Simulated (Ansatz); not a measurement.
# TiC (zincblende type): a single-point run

The task is a single-point run on TiC (zincblende type). The structure is shown as the input types it.

Method: DFT, PBEsol, all-electron LAPW, scalar-relativistic, in Ansatz 0.2.0.

2 further runs of the same task are left out: 1 that didn't finish, 1 set aside as unsound or not needed.

## (1) The structure to begin with

The structure is cubic, space group F-43m (No. 216). The conventional cell has a = 4.728 Å, b = 4.728 Å, c = 4.728 Å, α = 90.00°, β = 90.00°, γ = 90.00°. Around Ti (site symmetry -43m) lie 4 C at 2.05 Å. Around C (site symmetry -43m) lie 4 Ti at 2.05 Å.

Coordinates:

```cif
data_structure
_symmetry_space_group_name_H-M 'F-43m'
_symmetry_Int_Tables_number 216
_cell_length_a 4.7283
_cell_length_b 4.7283
_cell_length_c 4.7283
_cell_angle_alpha 90.000
_cell_angle_beta 90.000
_cell_angle_gamma 90.000
_cell_volume 105.71
loop_
_atom_site_label
_atom_site_type_symbol
_atom_site_symmetry_multiplicity
_atom_site_Wyckoff_symbol
_atom_site_fract_x
_atom_site_fract_y
_atom_site_fract_z
_atom_site_occupancy
Ti1 Ti 4 a 0.00000 0.00000 0.00000 1
C1 C 4 d 0.25000 0.25000 0.75000 1
```

## (2) The calculation

Contents of input.yaml:

```yaml
crystal:
  lattice:
    - [0.0, 2.3641273732, 2.3641273732]
    - [2.3641273732, 0.0, 2.3641273732]
    - [2.3641273732, 2.3641273732, 0.0]
  atoms:
    - { symbol: Ti, position: [0.0, 0.0, 0.0] }
    - { symbol: C, position: [0.25, 0.25, 0.25] }
kpoints:
  mp_grid: { grid: [15, 15, 15] }
  band_path:
    path:
      - [0.0, 0.0, 0.0]
      - [-0.5, -0.5, 0.0]
      - [-0.375, -0.375, 0.25]
      - [-0.375, 0.0, 0.375]
      - [0.0, 0.0, 0.0]
      - [0.0, 0.0, 0.5]
      - [-0.5, -0.25, 0.25]
      - [-0.5, -0.5, 0.0]
    npoints: 5
scf:
  occupations: { method: fermi_dirac, width: 0.05 }
  max_iter: 80
hamiltonian:
  xc: pbesol
  pseudopotentials: { kind: all_electron, lapw: { basis_error: 0.00025 } }
output:
  forces: true
  stress: true
  eigenvalues: true
magnetization:
  spin_polarized: many
```

The run is started by

```
$ ansatz run input.yaml --threads 1 --pin off --max-ram 2048MiB --backend cpu --events-out ev --progress --plain --runs-dir out
```

**Question.** How will this run end, and is anything wrong with its input?

The run ended at the input check. The line that matters: «line 33 column 19: invalid boolean (strict mode expects true/false)»

The suspect setting: magnetization.spin_polarized is many. A value is not one that its key takes.

Fix: delete magnetization.spin_polarized (the default then holds).
